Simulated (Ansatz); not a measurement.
**ZrO2 under changes of volume**

One of the cells (10.990 Å³/atom); the others are scaled copies at fixed shape and fractional positions:

```
Zr O
1.0
     0.00000    2.54507    2.54507
     2.54507    0.00000    2.54507
     2.54507    2.54507    0.00000
Zr O
1 2
Cartesian
  0.0000 0.0000 0.0000
  3.8176 3.8176 3.8176
  1.2725 1.2725 1.2725
```

Measurements of this composition are mostly on another form, of space group No. 14.

| Quantity | Value |
| --- | --- |
| Program | Ansatz 0.2.0 |
| Functional | rPW86-PBE |
| Dispersion | rVV10 |
| Potentials or basis | Ansatz PAW |
| Cutoff | 420 eV (not typed: the program's choice for these potentials) |
| k mesh | 9 × 9 × 9 |
| Occupations | fermi-dirac, width 0.05 eV |
| Spin | no spin polarisation |

| volume (Å³/atom) | energy over the lowest point (meV/atom) | pressure (GPa) | gap on the mesh (eV) |
| --- | --- | --- | --- |
| 10.331 | 75.08 | 26.3 | 3.60 |
| 10.551 | 43.67 | 19.4 | 3.54 |
| 10.770 | ? | ? | ? |
| 10.990 | 7.12 | 7.6 | 3.42 |
| 11.210 | 0.24 | 2.5 | 3.36 |
| 11.430 | 0.00 | -2.1 | 3.30 |
| 11.650 | 5.67 | -6.2 | 3.25 |

Problem. What does the run at 10.770 Å³/atom give?

Solution. Energy over the lowest point 21.35 meV/atom; pressure 13.2 GPa; gap on the mesh 3.48 eV.

Worked out: A Birch-Murnaghan fit of order 3 (a polynomial in V^(-2/3)) to the other rows has its minimum at 11.33 Å³/atom with B0 = V·E''(V) = 235 GPa and B' = 4.3. It gives 21.37 meV/atom at 10.770 Å³/atom, against the run's 21.35, and -dE/dV = 13.2 GPa, against 13.2. A straight line through the other rows of the gap, of slope -2.94 eV per unit of ln V, gives 3.48 eV, against the run's 3.48.

Energies are extrapolated to zero smearing.

Caveats: odd divisions of the mesh miss points on the zone boundary, where band edges often lie, so the gap on the mesh can be too wide; the PAW data sets come from PBE, with cores solved anew for the run's functional, which leaves a small shift of forces and pressure.

A mesh can miss the band edges. Spin-orbit coupling on Zr is left out.
